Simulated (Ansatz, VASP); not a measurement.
## Two plane-wave programs on MgO

```
Mg O
1.0
     3.51821    0.00000    0.00000
    -1.75910    3.04686    0.00000
     0.00000    0.00000    4.21619
Mg O
2 2
Cartesian
  1.7591 1.0156 3.1621
  0.0000 2.0312 1.0540
  1.7591 1.0156 1.0540
  0.0000 2.0312 3.1621
```

Alike in both runs: task single point; functional LDA; k mesh 9 × 9 × 6; occupations gaussian, width 0.02 eV; no spin polarisation.

|  | VASP | Ansatz |
| --- | --- | --- |
| version | VASP 6.6.1 | Ansatz 0.2.0 |
| potentials or method | VASP PAW LDA potentials, release 64 (Mg, O) | scalar-relativistic, plane waves, PAW |
| plane-wave cutoff (eV) | 520 | 420 |
| valence electrons in the cell | 16 | 32 |

```csv
,VASP,Ansatz,Ansatz less VASP
gap on the k mesh at the Fermi level (eV),3.20,3.20,+0.004
least direct gap on the mesh (eV),3.20,3.20,+0.004
pressure (GPa),-8.9,-7.2,+1.69
largest component of the traceless stress (GPa),0.18,0.32,+0.139
```

The two sets of potentials don't hold the same shells in valence.
